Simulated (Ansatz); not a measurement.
Molecular dynamics on a 2×2×1 supercell (12 atoms) of ZrS2 (P-3m1), relaxed with r2SCAN+rVV10. Forces come from PBE in Ansatz 0.2.0: Langevin thermostat and barostat (NPT), 1700 K, steps of 2 fs. Spin polarisation is off, nuclei are classical, and the run is far too short for thermal averages.

```yaml
crystal:
  lattice:
    - [7.3487238498, 1.0e-10, 0.0]
    - [-3.6743619249, 6.3641815393, 0.0]
    - [0.0, 0.0, 5.8571358083]
  atoms:
    - { symbol: Zr, position: [0.0, 0.0, 0.0] }
    - { symbol: S, position: [0.3333333333, 0.1666666667, 0.7537648221] }
    - { symbol: S, position: [0.1666666667, 0.3333333333, 0.2462351779] }
    - { symbol: Zr, position: [0.0, 0.5, 0.0] }
    - { symbol: S, position: [0.3333333333, 0.6666666667, 0.7537648221] }
    - { symbol: S, position: [0.1666666667, 0.8333333333, 0.2462351779] }
    - { symbol: Zr, position: [0.5, 0.0, 0.0] }
    - { symbol: S, position: [0.8333333333, 0.1666666667, 0.7537648221] }
    - { symbol: S, position: [0.6666666667, 0.3333333333, 0.2462351779] }
    - { symbol: Zr, position: [0.5, 0.5, 0.0] }
    - { symbol: S, position: [0.8333333333, 0.6666666667, 0.7537648221] }
    - { symbol: S, position: [0.6666666667, 0.8333333333, 0.2462351779] }
kpoints:
  mp_grid: { grid: [3, 3, 2] }
hamiltonian:
  xc: pbe
scf:
  occupations: { method: fermi_dirac, width: 0.146 }
md:
  ensemble: npt_langevin
  temperature: 1700
  timestep: 2.0
  n_steps: 20
  initial_velocities: maxwell_boltzmann
  seed: 6626
```

Command: `ansatz run input.yaml --threads 4 --pin off --max-ram 5529MiB --backend cpu --events-out ev --progress --plain --runs-dir out`. It took 65 s on 4 threads of Arm Neoverse V2, with other jobs on the host; peak host memory 0.81 GiB.

| step | t (fs) | T (K) | free energy F from step 0 (meV/atom) | kinetic energy (meV/atom) | pressure (GPa) | volume (Å³/atom) | largest force (eV/Å) |
| --- | --- | --- | --- | --- | --- | --- | --- |
| 0 | 0 | 1558 | 0.0 | 201.4 | 2.36 | 22.83 | 0.03 |
| 1 | 2 | 1621 | 1.6 | 209.6 | 2.11 | 22.82 | 0.30 |
| 2 | 4 | 1801 | 6.7 | 232.9 | 2.02 | 22.81 | 0.63 |
| 3 | 6 | 1877 | 15.7 | 242.6 | 1.91 | 22.80 | 0.99 |
| 4 | 8 | 1859 | 28.2 | 240.3 | 1.78 | 22.81 | 1.35 |
| 5 | 10 | 1738 | 43.6 | 224.7 | 1.60 | 22.82 | 1.68 |
| 6 | 12 | 1847 | 61.6 | 238.8 | 1.60 | 22.83 | 2.01 |
| 7 | 14 | 1694 | 81.7 | 219.0 | 1.48 | 22.85 | 2.33 |
| 8 | 16 | 1390 | 102.2 | 179.7 | 1.28 | 22.88 | 2.63 |
| 9 | 18 | 1243 | 122.2 | 160.6 | 1.22 | 22.91 | 2.90 |
| 10 | 20 | 1238 | 141.2 | 160.0 | 1.28 | 22.94 | 3.13 |
| 11 | 22 | 1070 | 157.9 | 138.3 | 1.27 | 22.96 | 3.34 |
| 12 | 24 | 979 | 170.3 | 126.5 | 1.29 | 22.97 | 3.51 |
| 13 | 26 | 884 | 179.5 | 114.3 | 1.29 | 22.97 | 3.61 |
| 14 | 28 | 844 | 186.9 | 109.1 | 1.36 | 22.98 | 3.67 |
| 15 | 30 | 835 | 191.5 | 107.9 | 1.41 | 22.98 | 3.70 |
| 16 | 32 | 877 | 190.9 | 113.4 | 1.47 | 22.99 | 3.60 |
| 17 | 34 | 966 | 187.1 | 124.8 | 1.56 | 22.99 | 3.41 |
| 18 | 36 | 1047 | 183.3 | 135.4 | 1.66 | 22.99 | 3.21 |
| 19 | 38 | 1259 | 179.3 | 162.8 | 1.86 | 23.00 | 3.02 |
| 20 | 40 | 1304 | 175.4 | 168.5 | 1.95 | 23.01 | 2.79 |

The temperature starts at 1558 K, is lowest at step 15 (835 K, 30 fs) and ends at 1304 K. The thermostat hasn't had time to restore it. The atoms start on their lattice sites with kinetic energy alone, so much of it first passes into potential energy.

Positions (Å) and forces (eV/Å) at step 20:
```
cell (Å): 7.368 0.000 0.000; -3.684 6.381 0.000; 0.000 0.000 5.872
Zr   0.078  -0.128  -0.070     1.412   0.329  -1.159
S    1.922   1.207   4.299    -0.117  -0.640   0.883
S    0.194   1.994   1.425    -0.875   0.536   0.041
Zr  -1.880   3.011   0.222     0.316   1.195   0.161
S    0.040   4.167   4.482    -1.314   1.097  -0.886
S   -1.661   5.502   1.451    -1.123  -0.633  -0.303
Zr   3.696   0.084  -0.083    -0.424   0.040   0.117
S    5.188   1.390   4.357     1.329  -0.620  -0.025
S    3.862   2.123   1.796    -0.106  -0.345  -1.744
Zr   1.686   3.308  -0.052     1.658  -2.136  -0.681
S    3.752   4.459   4.096    -0.085  -0.229   1.840
S    2.031   5.224   1.245    -0.670   1.405   1.756
```
